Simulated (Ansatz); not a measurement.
## Tetragonal deformation path in Si2Ni

Method: DFT PBE, scalar-relativistic, plane waves, PAW (Ansatz 0.2.0). Cutoff 420 eV, Γ-centred 16×16×16 k-points, Gaussian smearing of 0.15 eV. No spin polarisation. A magnetic state may lie lower. Energies are free energies at this smearing, counted from the undisturbed cell; pressure is positive in compression.

The starting cell (relaxed at this level; with this scan's settings it stands at -0.1 GPa):

```yaml
crystal:
  lattice:
    - [0.00000, 2.72341, 2.72341]
    - [2.72341, 0.00000, 2.72341]
    - [2.72341, 2.72341, 0.00000]
  atoms:
    - { symbol: Si, position: [0.25000, 0.25000, 0.25000] }
    - { symbol: Si, position: [0.75000, 0.75000, 0.75000] }
    - { symbol: Ni, position: [0.00000, 0.00000, 0.00000] }
```

At fixed volume and fractional coordinates, lengths along (0.000, 0.000, 1.000) are scaled against those across it; ρ is that ratio over its starting value. The cell is metallic on the mesh throughout.

```
    ρ  ΔE (meV/atom) pressure (GPa)
0.650              ?               ?
0.707              ?               ?
0.780              ?               ?
0.850           49.5             0.5
0.920           10.6            -0.1
0.960            2.3            -0.1
1.000            0.0            -0.1
1.050            3.4            -0.1
1.100           14.4             0.0
1.200              ?               ?
1.300          129.4             2.6
1.414          236.2             4.9
1.500          330.5             6.9
```

Q: Give the withheld values.

A: ΔE (meV/atom) at ρ = 0.650: 792.7; pressure (GPa) at ρ = 0.650: 20.2; ΔE (meV/atom) at ρ = 0.707: 416.0; pressure (GPa) at ρ = 0.707: 10.2; ΔE (meV/atom) at ρ = 0.780: 156.8; pressure (GPa) at ρ = 0.780: 3.1; ΔE (meV/atom) at ρ = 1.200: 58.5; pressure (GPa) at ρ = 1.200: 1.0.

Cost: 13 runs of about 1.9 core-minutes in all, on Intel Xeon Platinum 8488C (Sapphire Rapids) (shared hosts).